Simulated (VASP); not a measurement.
Runs of VASP 6.6.1 on CoO. The structure is trigonal, space group R3m (No. 160). Conventional cell: a = 3.204 Å, b = 3.204 Å, c = 7.699 Å, α = 90.00°, β = 90.00°, γ = 120.00°. Co (site symmetry 3m) has 4 O at 1.91 to 1.96 Å as nearest neighbours. O (site symmetry 3m) is surrounded by 4 Co at 1.91 to 1.96 Å. Measurements of this composition are mostly on another form, of space group No. 225.

```csv
level,U,cell,smearing,gap on the mesh (eV),pressure (GPa),moment (μB),largest force (eV/Å)
PBEsol+D4+U,Co d U = 7.0 eV,as given,methfessel-paxton 0.1 eV,(a),(b),3.00,0.42
PBE+D4+U,Co d U = 4.5 eV,"atoms moved at random, drawn with an rms of 0.1 Å",methfessel-paxton 0.025 eV,(c),10.1,3.00,0.82
RPBE,-,as given,tetrahedron,none,6.2,2.86,0.29
PBEsol+U,Co d U = 1.0 eV,volume scaled by 0.96,gaussian 0.1 eV,none,0.0,2.76,0.32
```

Alike in all rows: task single point; potentials or basis VASP PAW PBE potentials, release 64 (Co, O); spin collinear, typed start; k mesh 10 × 10 × 10; cutoff (eV) 520.

Question: Fill in the values left out.

Answer: (a) 1.05; (b) 4.2; (c) 0.71.

Caveats: a cell with one magnetic atom can't hold antiferromagnetic order, which such compounds often take; the PAW data sets were made with another functional, which shifts forces and pressure a little (some runs); semilocal functionals often make such compounds metallic where correlation or magnetic order opens a gap, which also shifts bond lengths (some runs); tetrahedron occupations give inexact forces and stress in metals (some runs).

A k mesh can miss the band edges.

A gap of «none» marks a metal or a gap under the smearing width.
